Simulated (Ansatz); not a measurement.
# Quasiparticle gap of RbBr (Fm-3m), part 2 of 2

Aim: the quasiparticle gap of RbBr (Fm-3m), starting from HSE06.

Ansatz 0.2.0; HSE06, then G0W0 on it, plane waves, PAW. Known limits of the many-body steps: finite bands, screening cutoff and k mesh; no spin-orbit coupling in G0W0.

So far. Step 2 (The starting point: HSE06): Over mesh and listed points the gap is 5.521 eV, direct, at k = Γ.

The database entry behind the starting cell differs from later determinations by our own check (about 0.5 % short), so it need not match the best structure at ambient conditions.

In doubt: masses and optical values from hybrid runs of this build are listed as unsure (step 3), which bears on the screening that GW takes from such a start.

## Step 3: G0W0 on the 4×4×4 mesh

G0W0 replaces the xc potential by a self-energy built once from the orbitals of the start. Levels are corrected in the window of bands that the input names, at points of the mesh.

This step: G0W0 on HSE06, plane waves, PAW; PAW set soft_1.

input.yaml reads:

```yaml
crystal:
  lattice:
    - [0.0, 3.427, 3.427]
    - [3.427, 0.0, 3.427]
    - [3.427, 3.427, 0.0]
  atoms:
    - { symbol: Rb, position: [0.0, 0.0, 0.0] }
    - { symbol: Br, position: [0.5, 0.5, 0.5] }
kpoints:
  mp_grid: { grid: [4, 4, 4] }
hamiltonian:
  xc: hse06
  pseudopotentials: { kind: paw, azcp: { folder: soft_1 } }
scf:
  occupations: { method: fixed }
gw:
  n_empty_bands: 240
  ecut_chi: 120
  qp_bands: [v2, c2]
  qp_kpoints: band_edges
  screening: { model: contour_deformation }
```

Command:

```console
ansatz run input.yaml --threads 24 --pin off --max-ram 82944MiB --backend cuda --events-out ev --progress --plain --runs-dir out --devices 1 --max-vram 78GiB
```

Numbers of over 12 decimals in the logs are rounded to 6 here.

Log:

```text
GPUs: using 1 of 1 available (devices: 1).
[...]
Crystal: 2 atoms, lattice volume = 80.496 Å³
Basis set: ecut = 420 eV, 1591 PW (Γ)
Bands: 12, of which v1, the nominal top of the filled ones, is band 8 counted from 1 (7 counted from 0)
Symmetry: 48 space group operations
[...]
k-points: 8 of 64
[...]
SCF iter   1: F=—  HF=-6054.591541 eV  |F-HF|=—  |Δ(HF+E_count)|=         —  Δρ=2.82e-2  dr2=1.28e0  ethr=1.00e-1  ⟨swp⟩=6.5  Hψ=347  notcnv=0
[...]
SCF iter   4: F=-6054.079516 eV  HF=-6054.078616 eV  |F-HF|=9.00e-4  |Δ(HF+E_count)|=   5.89e-3  Δρ=1.14e-3  dr2=1.35e-3  ethr=5.64e-5  ⟨swp⟩=3.6  Hψ=270  notcnv=0
SCF 1 stopped early in 4 iterations: F = -6054.079516 eV  dr2 = 1.35e-3
[...]
Frozen-core exchange: fock
SCF iter   1: F=—  HF=-6058.581788 eV  |F-HF|=—  |Δ(HF+E_count)|=         —  Δρ=2.98e-3  dr2=8.66e-3  ethr=8.46e-5  ⟨swp⟩=5.0  Hψ=375  notcnv=0
[...]
SCF iter   2: F=—  HF=-6058.581251 eV  |F-HF|=—  |Δ(HF+E_count)|=   5.37e-4  Δρ=1.10e-3  dr2=8.74e-4  ethr=4.92e-5  ⟨swp⟩=3.6  Hψ=270  notcnv=0
[...]
SCF iter   5: F=-6058.582906 eV  HF=-6058.582906 eV  |F-HF|=7.43e-8  |Δ(HF+E_count)|=   1.42e-5  Δρ=1.43e-5  dr2=2.28e-7  ethr=5.73e-9  ⟨swp⟩=4.9  Hψ=356  notcnv=0  defer=1
SCF 2 stopped early in 5 iterations: F = -6058.582906 eV  dr2 = 2.28e-7
hybrid outer 1: dexx = +2.120e-3 eV, tail = 4.25e-6 eV
[...]
Frozen-core exchange: fock
SCF iter   1: F=—  HF=-6058.583015 eV  |F-HF|=—  |Δ(HF+E_count)|=         —  Δρ=1.41e-5  dr2=5.17e-8  ethr=1.33e-7  ⟨swp⟩=3.4  Hψ=264  notcnv=0
[...]
SCF iter   2: F=-6058.583015 eV  HF=-6058.583015 eV  |F-HF|=3.52e-9  |Δ(HF+E_count)|=  3.35e-10  Δρ=5.97e-6  dr2=9.06e-9  ethr=3.19e-10  ⟨swp⟩=4.1  Hψ=325  notcnv=0
SCF 3 converged in 2 iterations: F = -6058.583015 eV  dr2 = 9.06e-9
[...]
NSCF: frozen V_eff on 8 k-points
Exchange-term sweep: 0 of 8 (spin, k) points
Exchange-term sweep: 1 of 8 (spin, k) points
Exchange-term sweep: 2 of 8 (spin, k) points
Exchange-term sweep: 3 of 8 (spin, k) points
Exchange-term sweep: 4 of 8 (spin, k) points
Exchange-term sweep: 5 of 8 (spin, k) points
Exchange-term sweep: 6 of 8 (spin, k) points
Exchange-term sweep: 7 of 8 (spin, k) points
Exchange-term sweep: 8 of 8 (spin, k) points
G₀W₀ screening: q 1/8
[... further progress lines ...]
[...]
Free energy (F): -6058.583015 eV
Frozen-core exchange: fock
[...]
Internal energy: -6058.583015 eV  (E = F + TS)
E sigma→0 (E₀):  -6058.583015 eV
Fermi energy:    0.385346 eV
[...]
--- Band table (eV; the first three rows and the last of 8) ---
[...]
guard bands above this table: 2 of the run's 12 bands. The solve was not asked for them (output.publish_guard_bands: true or output.eigenvalues: true publishes all)
--- G₀W₀: contour deformation, 6 samples at zero and on the imaginary axis and 2 off it, 64 q-points, 240 empty bands' worth ---
  eigenvalues of the whole cell's RPA ε∞ on this k-mesh (on a slab, of 1 + 4πα/V) = 2.1441, 2.1441, 2.1441; static W/v taken at q = 0 is 0.466391
  bands read: the sum over 248 bands ends inside a degenerate multiplet in 2 slots, whose members it reads at an even weight; the widest, k=0: bands 247 to 249 (counted from 1) at 2/3 each
  gw.qp_kpoints: band_edges: 8 of 8 stored k-points solved, in 1 pass; an edge of the gap read off the rows below is read off those points alone
    ik  band        ε_KS         Σx   Σc(E_QP)       V_xc       Z   E_QP_lin       E_QP  E_QP is
     0     7      0.3853   -19.3670     1.7056   -16.3368  0.8304    -0.9554    -0.9391  root
     0     8      0.3853   -19.3670     1.7056   -16.3368  0.8304    -0.9554    -0.9391  root
     0     9      5.9063    -4.0184    -2.7861    -7.2832  0.8813     6.3863     6.3849  root
     0    10      8.9212    -3.6173    -2.9508    -7.3477  0.8750     9.7049     9.7007  root
     1     7      0.1946   -19.0417     1.7263   -15.9716  0.8295    -1.1664    -1.1491  root
     1     8      0.1946   -19.0417     1.7263   -15.9716  0.8295    -1.1664    -1.1491  root
     1     9      7.1913    -4.6528    -2.8437    -8.0312  0.8753     7.7279     7.7261  root
     1    10      8.7435    -3.6312    -2.9095    -7.1886  0.8727     9.3946     9.3915  root
     2     7      0.0175   -18.7760     1.7514   -15.6623  0.8285    -1.3631    -1.3447  root
     2     8      0.0175   -18.7760     1.7514   -15.6623  0.8285    -1.3631    -1.3447  root
     2     9      8.3423    -3.6004    -2.8079    -6.8989  0.8753     8.8347     8.8330  root
     2    10      9.3602    -5.0524    -3.0585    -8.7818  0.8614    10.0350    10.0311  root
     3     7      0.2816   -19.2497     1.7178   -16.1937  0.8303    -1.0736    -1.0567  root
     3     8      0.2816   -19.2497     1.7178   -16.1937  0.8303    -1.0736    -1.0567  root
     3     9      7.3033    -4.5307    -2.8903    -7.9921  0.8755     7.8765     7.8744  root
     3    10      7.8010    -3.0567    -2.8038    -6.4769  0.8785     8.4200     8.4174  root
     4     7      0.0199   -18.8717     1.7494   -15.7550  0.8294    -1.3658    -1.3474  root
     4     8      0.1161   -19.0083     1.7409   -15.9124  0.8294    -1.2567    -1.2389  root
     4     9      8.0072    -3.3345    -2.8136    -6.7370  0.8765     8.5985     8.5961  root
     4    10      8.9472    -4.6594    -3.0040    -8.2895  0.8680     9.5764     9.5734  root
     5     7      0.0335   -18.8223     1.7511   -15.7109  0.8285    -1.3451    -1.3268  root
     5     8      0.1266   -19.0225     1.7310   -15.9332  0.8304    -1.2494    -1.2317  root
     5     9      8.3395    -4.6169    -2.9310    -8.1407  0.8709     8.9348     8.9323  root
     5    10      8.7463    -3.6433    -2.8903    -7.1391  0.8719     9.3545     9.3518  root
     6     7      0.2154   -19.2455     1.7319   -16.1657  0.8302    -1.1498    -1.1326  root
     6     8      0.2154   -19.2455     1.7319   -16.1657  0.8302    -1.1498    -1.1326  root
     6     9      7.1337    -2.9464    -2.7242    -6.2403  0.8806     7.7055     7.7034  root
     6    10      8.8022    -4.3137    -3.0631    -8.0840  0.8746     9.5128     9.5094  root
     7     7      0.0199   -18.9565     1.7487   -15.8348  0.8304    -1.3714    -1.3531  root
     7     8      0.0199   -18.9565     1.7487   -15.8348  0.8304    -1.3714    -1.3531  root
     7     9      8.6602    -3.6641    -2.8872    -7.1642  0.8721     9.2760     9.2732  root
     7    10      8.6602    -3.6641    -2.8872    -7.1642  0.8721     9.2760     9.2732  root
```

The job ended after 6.8 s (1 × NVIDIA GB200 (shared by 2 runs) with 24 threads of Arm Neoverse V2, shared host; peak memory 1.2 GiB; 24 s of CPU time).

Numbers from this step:

```yaml
bands_summed: 248
rpa_eps_infinity_on_this_mesh_eigenvalues: 2.144, 2.144, 2.144
plane_waves_in_the_screening_matrix: 259
q_points_in_the_mesh: 64
g0w0_gap_over_the_corrected_points: 7.324 eV
k_of_the_valence_top: 0, 0, 0
k_of_the_conduction_bottom: 0, 0, 0
starting_gap_on_the_mesh: 5.521 eV
z_at_the_valence_top: 0.8304
z_at_the_conduction_bottom: 0.8813
least_direct_g0w0_gap_over_the_corrected_points: 7.324 eV
```

Over all 8 irreducible mesh points the G0W0 gap is 7.324 eV, direct, at k = Γ. The HSE06 gap of this run on the mesh is 5.521 eV. The two states that bound the G0W0 gap lie that far apart at the start, so the correction of the gap is 7.324 − 5.521 = +1.803 eV.

Labels follow the order of the start: v1 is the top filled band, c1 the lowest empty one; levels that stay degenerate share a row, the window can cut a multiplet, doubted levels are not marked in this list, bands outside the window were not corrected, and the list may be a part of the corrected levels. The levels before and after the correction (eV, zero at the valence-band top of each column):

|  | conduction bottom | valence top |
| --- | --- | --- |
| HSE06 | 5.52 | 0.00 |
| G0W0 | 7.32 | 0.00 |

|  | level | occupation | energy (eV) |
| --- | --- | --- | --- |
| HSE06 | Γ v2-v1 | 2 | 0.000 |
| HSE06 | Γ c1 | 0 | 5.521 |
| HSE06 | Γ c2 | 0 | 8.536 |
| G0W0 | Γ v2-v1 | 2 | 0.000 |
| G0W0 | Γ c1 | 0 | 7.324 |
| G0W0 | Γ c2 | 0 | 10.640 |

The parts of the quasiparticle energy for the two states that bound the G0W0 gap, in eV on the run's own scale (QP = start + Σx + Σc − Vxc, with Σc at the quasiparticle energy):

| edge | k | band | start | Σx | Σc | Vxc | Z | QP |
| --- | --- | --- | --- | --- | --- | --- | --- | --- |
| valence top | Γ | 7 | 0.385 | −19.367 | 1.706 | −16.337 | 0.830 | −0.939 |
| conduction bottom | Γ | 9 | 5.906 | −4.018 | −2.786 | −7.283 | 0.881 | 6.385 |

For a hybrid start, Vxc holds its share of exact exchange.

## Step 4: Side by side

Each gap is the least one over the points named; times are wall times on shared hosts, not benchmarks. A G0W0 time includes the run's own self-consistent start. Runs with listed points see these and the mesh alone, so an edge that moves elsewhere is missed.

| level | mesh | files, cutoff | bands summed, screening | points | gap (eV) | valence top | conduction bottom | least direct gap (eV) | time |
| --- | --- | --- | --- | --- | --- | --- | --- | --- | --- |
| HSE06 | 4×4×4 | soft_1 PAW, 420 eV | - | mesh and listed points | 5.521 | Γ | Γ | 5.521 | 3 s |
| G0W0@HSE06 | 4×4×4 | soft_1 PAW, 420 eV | 248, 120 eV | all 8 irreducible mesh points | 7.324 | Γ | Γ | 7.324 | 6.8 s |

## Step 5: What came out

```
HSE06 gap over mesh and listed points             : 5.521 eV, direct, at k = Γ
G0W0@HSE06 gap over all 8 irreducible mesh points : 7.324 eV, direct, at k = Γ
GW settings                                       : 4×4×4 mesh, 240 empty bands, screening to 120 eV, PAW set soft_1 files
known limits                                      : finite bands, screening cutoff and k mesh; no spin-orbit coupling in G0W0
```

What this shows: Over all 8 irreducible mesh points the G0W0 gap is 7.324 eV, direct, at k = Γ. The HSE06 gap of this run on the mesh is 5.521 eV. The two states that bound the G0W0 gap lie that far apart at the start, so the correction of the gap is 7.324 − 5.521 = +1.803 eV. The valence state moves by −0.939 − 0.385 = −1.324 eV and the conduction state by 6.385 − 5.906 = +0.479 eV, on the run's own scale; how far single levels stand from their limit in bands is not shown. Both edges that HSE06 shows over mesh and listed points lie at k points where levels were corrected. Levels at other points were not corrected, so a lower G0W0 gap elsewhere in the zone is not ruled out. No second run with other bands and screening cutoff is shown, so the distance to the basis limit is not known. On another start, G0W0@PBE runs of this series (4×4×4 mesh, soft_1 PAW; not shown as steps) give 6.539 eV with 92 bands and 60 eV, 6.789 eV with 248 bands and 120 eV and 6.906 eV with 524 bands and 200 eV. G0W0 on other starts in this series, not shown as steps and not all at these settings: 6.789 eV on PBE (4×4×4, soft_1 PAW, 248 bands, 120 eV) and 7.540 eV on PBE0 (4×4×4, soft_1 PAW, 248 bands, 120 eV). Two runs of this series at another level, not shown as steps, test spin-orbit coupling. PBE+SOC against PBE: 4.203 − 4.364 = −0.161 eV, with the same mesh, set of files (read in its fully relativistic form for the spin-orbit run) and cutoff, and both edges at the same k points. The spin-orbit run sees mesh and listed points alone, so its gap is an upper bound: the coupling can move an edge off these points, and the change over the zone, its sign included where it is small, is not known. What spin-orbit coupling does to the G0W0 levels was not computed, so no sum with the G0W0 gap is formed. The G0W0 runs are scalar-relativistic. No pair of G0W0 runs that differ in the mesh alone is shown (4×4×4 is a supercell whose nearest images lie 19 Å apart), so the error from the mesh is not known here. G0W0 is shown with one set of atomic data (soft_1 PAW), so the error from the files is not known here.

[Paths, hosts, dates, memory and timing lines, banners, echoed tables and standing remarks are left out of the program output.]

[Logs are printed without paths, hosts, clocks, repeated set-up lines and the standing remarks that a program may print on its own settings, such as how far it seeks lower states.]

[Runs of the session that timed out or met a known fault of the program may be left out.]

[Cells called generated may have been cut or substituted from an entry of the Crystallography Open Database or the Materials Project.]

[Hosts, paths, dates, database ids (printed as entryN), source tags and the programs' standing remarks are cut or masked in the printed files.]

[Where an RPA ε∞ is given, it is that of the G0W0 mesh and is not shown converged in it. Names of k-points follow the symmetry that the program found, which can be lower than the space group named. Band edges on a path are those of the sampled points; other points can move an edge, and change direct to indirect where valleys lie close.]

[Hybrid gaps are those of their k-mesh and are not shown converged in it.]
